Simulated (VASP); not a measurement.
Input for VASP

POSCAR:
```
BeO
1
    1.3568908914    -2.3502043804     0.0000000000
    1.3568908914     2.3502043804     0.0000000000
    0.0000000000     0.0000000000     4.4051592171
Be O
2 2
Direct
  0.6666670000   0.3333330000   0.5000376323
  0.3333330000   0.6666670000   0.0000376323
  0.6666670000   0.3333330000   0.8779623677
  0.3333330000   0.6666670000   0.3779623677
```

**KPOINTS**
```
Automatic mesh
0
Gamma
10 10 6
0 0 0
```

**INCAR**
```
# general
SYSTEM = BeO
PREC   = Accurate
ENCUT  = 520
LREAL  = .FALSE.
LASPH  = .TRUE.

# electronic loop
EDIFF  = 1E-7
NELM   = 100
ALGO   = Normal

# smearing
ISMEAR = -5

# functional
GGA    = PE

# ions
ISIF   = 2

# output
LWAVE  = .FALSE.
LCHARG = .TRUE.
LORBIT = 11
NEDOS  = 601

# other
LEFG   = .TRUE.
```

POTCAR, in this order: Be O (PBE.64 set). Program: vasp_std.

Translate this PBE calculation to Quantum ESPRESSO's pw.x.

One equivalent input (not run):
```
&CONTROL
  calculation = 'scf'
  pseudo_dir = './pseudo'
  outdir = './out'
  tprnfor = .true.
  tstress = .true.
/
&SYSTEM
  ibrav = 0
  nat = 4
  ntyp = 2
  ecutwfc = 88
  occupations = 'tetrahedra'
  input_dft = 'pbe'
/
&ELECTRONS
  conv_thr = 7.3e-09
  electron_maxstep = 100
/
ATOMIC_SPECIES
  Be 9.012 Be.upf
  O 15.999 O.upf
CELL_PARAMETERS angstrom
     1.3568909   -2.3502044    0.0000000
     1.3568909    2.3502044    0.0000000
     0.0000000    0.0000000    4.4051592
ATOMIC_POSITIONS crystal
  Be   0.6666670  0.3333330  0.5000376
  Be   0.3333330  0.6666670  0.0000376
  O    0.6666670  0.3333330  0.8779624
  O    0.3333330  0.6666670  0.3779624
K_POINTS automatic
  10 10 6 0 0 0
```
Limits of the translation: the potentials are each code's own (VASP's PAW set, PseudoDojo norm-conserving files in pw.x), so ENCUT and ecutwfc are chosen apart and not converted; conv_thr bounds pw.x's estimated SCF error, while EDIFF bounds the energy change between steps; the field gradients of LEFG aren't asked of the other code.

The compound is BeO in the wurtzite structure. It was relaxed first.
